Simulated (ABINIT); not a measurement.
# AlN (F-43m) in ABINIT: further runs

The runs below take AlN through single point, with PBE.

Everything below comes from runs of ABINIT 10.8.3 (patched build). Logs are shortened: lines on timing, memory, paths and dates and some standing lists are left out, and cuts for length are marked. The log counts tension as positive stress, the text compression.

### Step 1. Starting point

The structure is cubic, space group F-43m (No. 216). The conventional cell has a = 4.368 Å, b = 4.368 Å, c = 4.368 Å, α = 90.00°, β = 90.00°, γ = 90.00°. Al (site symmetry -43m) is surrounded by 4 N at 1.89 Å. N (site symmetry -43m) has 4 Al at 1.89 Å as nearest neighbours.

Measurements of this composition are mostly on another form, of space group No. 186.

### Step 2. Single point, PBE

Contents of run.abi:

```
# Pseudopotentials
pp_dirpath "./"
pseudos "Al.upf, N.upf"

# Structure
acell 3*1.0 Angstrom
rprim
     0.0000000000     2.1839935596     2.1839935596
     2.1839935596     0.0000000000     2.1839935596
     2.1839935596     2.1839935596     0.0000000000
ntypat 2
znucl 13 7
natom 2
typat 1 2
xcart
     0.0000000000     0.0000000000     0.0000000000
     1.0919967798     1.0919967798     1.0919967798 Angstrom

# Plane-wave basis
ecut 42.0

# k points
kptopt 1
ngkpt 8 8 8
nshiftk 1
shiftk 0.0 0.0 0.0

# Exchange and correlation
ixc 11

# Bands and occupations
nband 8
occopt 3
tsmear 0.05 eV

# SCF cycle
nstep 100
tolvrs 1.0e-10

# Output
iomode 3
prtwf 0
prtden 0
prteig 0
prtebands 0
enunit 1
```

Potentials or basis: PseudoDojo NC SR PBE v0.5 standard.

Launch:

```console
> abinit run.abi > log 2>&1
```

run.abo:

```text
.Version 10.8.3 of ABINIT
 Symmetries : space group F-4 3 m (#216); Bravais cF (face-center cubic)
================================================================================
 Values of the parameters that define the memory need of the present run
     intxc =       0    ionmov =       0      iscf =       7    lmnmax =       6
     lnmax =       6     mgfft =      36  mpssoang =       3    mqgrid =    3001
     natom =       2  nloc_mem =       1    nspden =       1   nspinor =       1
    nsppol =       1      nsym =      24    n1xccc =    2501    ntypat =       2
    occopt =       3   xclevel =       2
       mpw =        1847          nfft =       46656          nkpt =          29
================================================================================
================================================================================

--------------------------------------------------------------------------------
------------- Echo of variables that govern the present computation ------------
--------------------------------------------------------------------------------
 -outvars: echo values of preprocessed input variables --------
            acell      1.8897261259E+00  1.8897261259E+00  1.8897261259E+00 Bohr
              amu      2.69815390E+01  1.40067400E+01
             ecut      4.20000000E+01 Hartree
           enunit           1
              ixc          11
         kptrlatt        8    0    0      0    8    0      0    0    8
          kptrlen      4.66933685E+01
            natom           2
            nband           8
            ngfft          36      36      36
             nkpt          29
            nstep         100
             nsym          24
           ntypat           2
           occopt           3
           prtden           0
        prtebands           0
           prteig           0
            prtwf           0
            rprim      0.0000000000E+00  2.1839935596E+00  2.1839935596E+00
                       2.1839935596E+00  0.0000000000E+00  2.1839935596E+00
                       2.1839935596E+00  2.1839935596E+00  0.0000000000E+00
          spgroup         216
           tolvrs      1.00000000E-10
           tsmear      1.83746611E-03 Hartree
            typat      1  2
           xangst      0.0000000000E+00  0.0000000000E+00  0.0000000000E+00
                       1.0919967798E+00  1.0919967798E+00  1.0919967798E+00
            xcart      0.0000000000E+00  0.0000000000E+00  0.0000000000E+00
                       2.0635748442E+00  2.0635748442E+00  2.0635748442E+00
             xred      0.0000000000E+00  0.0000000000E+00  0.0000000000E+00
                       2.5000000000E-01  2.5000000000E-01  2.5000000000E-01
            znucl       13.00000    7.00000

================================================================================

 chkinp: Checking input parameters for consistency.
[... 87 lines left out ...]
cartesian_forces: # hartree/bohr
- [  2.03882024E-30,   2.03882024E-30,  -6.11646072E-30, ]
- [ -2.03882024E-30,  -2.03882024E-30,   6.11646072E-30, ]
force_length_stats: {min:   6.76200175E-30, max:   6.76200175E-30, mean:   6.76200175E-30, }
...

 Integrated electronic density in atomic spheres:
 ------------------------------------------------
 Atom  Sphere_radius  Integrated_density
    1        2.00000          1.09809948
    2        2.00000          5.37684781
================================================================================

 ----iterations are completed or convergence reached----

 Mean square residual over all n,k,spin=   42.684E-09; max=  91.168E-07
 reduced coordinates (array xred) for    2 atoms
       0.000000000000      0.000000000000      0.000000000000
       0.250000000000      0.250000000000      0.250000000000
 rms dE/dt=  5.3218E-29; max dE/dt=  6.7316E-29; dE/dt below (all hartree)
    1      -0.000000000000     -0.000000000000      0.000000000000
    2      -0.000000000000     -0.000000000000      0.000000000000

 cartesian coordinates (angstrom) at end:
    1      0.00000000000000     0.00000000000000     0.00000000000000
    2      1.09199677980000     1.09199677980000     1.09199677980000

 cartesian forces (hartree/bohr) at end:
    1      0.00000000000000     0.00000000000000    -0.00000000000000
    2     -0.00000000000000    -0.00000000000000     0.00000000000000
 frms,max,avg= 3.9040435E-30 6.1164607E-30   0.000E+00  0.000E+00  0.000E+00 h/b

 cartesian forces (eV/Angstrom) at end:
    1      0.00000000000000     0.00000000000000    -0.00000000000000
    2     -0.00000000000000    -0.00000000000000     0.00000000000000
 frms,max,avg= 2.0075399E-28 3.1452106E-28   0.000E+00  0.000E+00  0.000E+00 e/A
 length scales=  1.889726125908  1.889726125908  1.889726125908 bohr
              =  1.000000000000  1.000000000000  1.000000000000 angstroms
 Fermi (or HOMO) energy (eV) =   6.57537   Average Vxc (eV)= -10.73141
 Eigenvalues (   eV  ) for nkpt=  29  k points:
 kpt#   1, nband=  8, wtk=  0.00195, kpt=  0.0000  0.0000  0.0000 (reduced coord)
  -9.80808    5.15901    5.15901    5.15901    9.35108   17.74783   17.74783   17.74783
 prteigrs : prtvol=0 or 1, do not print more k-points.

--- !EnergyTerms
iteration_state     : {dtset: 1, }
comment             : Components of total free energy in Hartree
kinetic             :  8.18911731367754E+00
hartree             :  2.82108355375266E+00
xc                  : -4.24897129711243E+00
Ewald energy        : -1.08999795989279E+01
psp_core            :  5.28664802613182E-01
local_psp           : -8.51537049352230E+00
non_local_psp       : -6.67101012803508E-01
internal            : -1.27925567323227E+01
'-kT*entropy'       :  5.57934338945850E-17
total_energy        : -1.27925567323227E+01
total_energy_eV     : -3.48103202316859E+02
band_energy         :  3.21225530237309E-02
...

 Cartesian components of stress tensor (hartree/bohr^3)
  sigma(1 1)= -1.52707699E-04  sigma(3 2)=  0.00000000E+00
  sigma(2 2)= -1.52707699E-04  sigma(3 1)=  0.00000000E+00
  sigma(3 3)= -1.52707699E-04  sigma(2 1)=  0.00000000E+00

-Cartesian components of stress tensor (GPa)         [Pressure=  4.4928E+00 GPa]
- sigma(1 1)= -4.49281562E+00  sigma(3 2)=  0.00000000E+00
- sigma(2 2)= -4.49281562E+00  sigma(3 1)=  0.00000000E+00
- sigma(3 3)= -4.49281562E+00  sigma(2 1)=  0.00000000E+00

== END DATASET(S) ==============================================================
================================================================================

 -outvars: echo values of variables after computation  --------
            acell      1.8897261259E+00  1.8897261259E+00  1.8897261259E+00 Bohr
           etotal     -1.2792556732E+01
            fcart      2.0388202410E-30  2.0388202410E-30 -6.1164607230E-30
                      -2.0388202410E-30 -2.0388202410E-30  6.1164607230E-30
            rprim      0.0000000000E+00  2.1839935596E+00  2.1839935596E+00
                       2.1839935596E+00  0.0000000000E+00  2.1839935596E+00
                       2.1839935596E+00  2.1839935596E+00  0.0000000000E+00
           strten     -1.5270769897E-04 -1.5270769897E-04 -1.5270769897E-04
                       0.0000000000E+00  0.0000000000E+00  0.0000000000E+00
           xangst      0.0000000000E+00  0.0000000000E+00  0.0000000000E+00
                       1.0919967798E+00  1.0919967798E+00  1.0919967798E+00
             xred      0.0000000000E+00  0.0000000000E+00  0.0000000000E+00
                       2.5000000000E-01  2.5000000000E-01  2.5000000000E-01
 Calculation completed.
```

Run time: 14 s. Hardware: 1 thread of Arm Neoverse V1, shared host; peak memory 0.07 GiB.

What came out:

```yaml
Free_energy: -348.1032 eV
Pressure: 4.5 GPa
Band_gap_on_the_k_mesh: 3.32 eV, indirect (least direct gap 4.19 eV)
Valence_electrons_inside_the_program's_atomic_spheres: Al 1.10; N 5.38
```

Levels at points of the mesh, in eV from the valence-band top:
| k point | band 1 | band 2 | band 3 | band 4 | band 5 | band 6 | band 7 | band 8 |
| --- | --- | --- | --- | --- | --- | --- | --- | --- |
| (0.00, 0.00, 0.00) | -14.97 | 0.00 | 0.00 | 0.00 | 4.19 | 12.59 | 12.59 | 12.59 |
| (0.50, 0.00, 0.00) | -12.92 | -5.86 | -0.48 | -0.48 | 7.39 | 9.84 | 11.17 | 11.17 |
| (0.50, 0.50, 0.00) | -12.28 | -4.90 | -1.78 | -1.78 | 3.32 | 8.65 | 13.92 | 15.70 |

A k mesh can miss the band edges. A hybrid or GW would open this gap; PBE tends to underestimate it.

### Step 3. Single point, PBE

Contents of run.abi:

```
# Pseudopotentials
pp_dirpath "./"
pseudos "Al.upf, N.upf"

# Structure
acell 5.8366710593 5.8366710593 5.8366710593
rprim
     0.0000000000     0.7071067812     0.7071067812
     0.7071067812     0.0000000000     0.7071067812
     0.7071067812     0.7071067812     0.0000000000
ntypat 2
znucl 13 7
natom 2
typat 1 2
xcart
     0.0000000000     0.0000000000     0.0000000000
     2.0635748428     2.0635748428     2.0635748428

# Plane-wave basis
ecut 36.0

# k points
kptopt 1
ngkpt 8 8 8
nshiftk 1
shiftk 0.0 0.0 0.0

# Exchange and correlation
ixc 11

# Bands and occupations
nband 8
occopt 3
tsmear 0.05 eV

# SCF cycle
nstep 100
tolvrs 1.0e-10

# Output
iomode 3
prtwf 0
prtden 0
prteig 0
prtebands 0
enunit 1
```

Potentials or basis: PseudoDojo NC SR PBE v0.4.1 standard.

Launch:

```console
> abinit run.abi > log 2>&1
```

Run time: 8.3 s. Hardware: 1 thread of Arm Neoverse V2, shared host; peak memory 0.06 GiB.

It converged, with:

| Item | Value |
| --- | --- |
| Free energy | -348.0989 eV |
| Pressure | 4.1 GPa |
| Band gap on the k mesh | 3.32 eV, indirect (least direct gap 4.19 eV) |
| Valence electrons inside the program's atomic spheres | Al 1.11; N 5.39 |

Levels at points of the mesh, in eV from the valence-band top:
```csv
k point,band 1,band 2,band 3,band 4,band 5,band 6,band 7,band 8
"(0.00, 0.00, 0.00)",-14.97,0.00,0.00,0.00,4.19,12.59,12.59,12.59
"(0.50, 0.00, 0.00)",-12.92,-5.86,-0.48,-0.48,7.39,9.85,11.17,11.17
"(0.50, 0.50, 0.00)",-12.28,-4.90,-1.78,-1.78,3.32,8.65,13.92,15.70
```

Caveat: the cutoff is short for stress, so the pressure is rough.

### Step 4. Single point, PBE

Edit run.abi of step 3 so:

```diff
@@ -5,3 +5,3 @@
 # Structure
-acell 5.8366710593 5.8366710593 5.8366710593
+acell 3.0886333121 3.0886333121 3.0886333121 Angstrom
 rprim
@@ -14,5 +14,5 @@
 typat 1 2
-xcart
+xred
      0.0000000000     0.0000000000     0.0000000000
-     2.0635748428     2.0635748428     2.0635748428
+     0.2500000000     0.2500000000     0.2500000000
 
@@ -33,3 +33,3 @@
 occopt 3
-tsmear 0.05 eV
+tsmear 0.00183747
 
@@ -45,2 +45 @@
 prtebands 0
-enunit 1
```

Launch:

```console
> abinit run.abi > log 2>&1
```

Wall time 7.9 s (1 thread of Arm Neoverse V2, shared host); peak memory 0.06 GiB.

Results (log left out):

```yaml
Free_energy: -348.0989 eV
Pressure: 4.1 GPa
Band_gap_on_the_k_mesh: 3.32 eV, indirect (least direct gap 4.19 eV)
Valence_electrons_inside_the_program's_atomic_spheres: Al 1.11; N 5.39
```

Levels at points of the mesh, in eV from the valence-band top:
| k point | band 1 | band 2 | band 3 | band 4 | band 5 | band 6 | band 7 | band 8 |
| --- | --- | --- | --- | --- | --- | --- | --- | --- |
| (0.00, 0.00, 0.00) | -14.97 | 0.00 | 0.00 | 0.00 | 4.19 | 12.59 | 12.59 | 12.59 |
| (0.50, 0.00, 0.00) | -12.92 | -5.86 | -0.48 | -0.48 | 7.39 | 9.85 | 11.17 | 11.17 |
| (0.50, 0.50, 0.00) | -12.28 | -4.90 | -1.78 | -1.78 | 3.32 | 8.65 | 13.92 | 15.70 |

Caveat: the cutoff is short for stress, so the pressure is rough. A k mesh can miss the band edges.
